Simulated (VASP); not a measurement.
Wanted: the native input for a VASP 6.6.1 run.

```yaml
Task: relaxation of cell and atoms
Functional: PBEsol
Potentials_or_basis: VASP PAW PBE potentials, release 64 (Ti_sv, N)
Cutoff: 520 eV
k_mesh: 12 × 12 × 12
Occupations: gaussian, width 0.02 eV
Spin: no spin polarisation
Further_INCAR_settings: ALGO = Normal; EDIFF = 1e-07; IBRION = 2; EDIFFG = -0.002; NSW = 80; ISIF = 3
```

The structure of TiN lies in POSCAR:

```
TiN
1.0
    0.0000000000      2.1190000000      2.1190000000
    2.1190000000      0.0000000000      2.1190000000
    2.1190000000      2.1190000000      0.0000000000
Ti N
1 1
Direct
    0.0000000000      0.0000000000      0.0000000000
    0.5000000000      0.5000000000      0.5000000000
```

These files were run (other wordings do the same):

INCAR

```
PREC = Accurate
ENCUT = 520
EDIFF = 1E-7
ISMEAR = 0
SIGMA = 0.02
LREAL = F
LASPH = T
NELM = 60
ALGO = Normal
ISIF = 3
LWAVE = F
LCHARG = F
GGA = PS
IBRION = 2
NSW = 80
EDIFFG = -0.002
KPAR = 4
```

KPOINTS

```
Automatic mesh
0
Gamma
  12 12 12
```

Potentials or basis: VASP PAW PBE potentials, release 64 (Ti_sv, N).

The run is started by

```sh
$ cat potpaw_PBE.64/Ti_sv/POTCAR potpaw_PBE.64/N/POTCAR > POTCAR
$ mpirun -np 4 vasp_std > vasp.out
```

It gave:

* Relaxed volume: 9.30 Å³/atom
* Relaxed cell: a = 2.974 Å, b = 2.974 Å, c = 2.974 Å, α = 60.00°, β = 60.00°, γ = 60.00°
* Space group after relaxing (to 0.05 Å): Fm-3m (No. 225)
* Energy gained by relaxing: 4.4 meV/atom
* Ionic steps: 6
* Pressure after relaxing: 0.0 GPa
* Band gap on the k mesh: none (metal or under the smearing width)

Caveat: the PAW data sets were made with another functional, which shifts forces and pressure a little.

Wall time 28 s on 4 MPI ranks on Intel(R) Xeon(R) Platinum 8488C (Sapphire Rapids) (shared host), peak memory 0.15 GiB a rank.
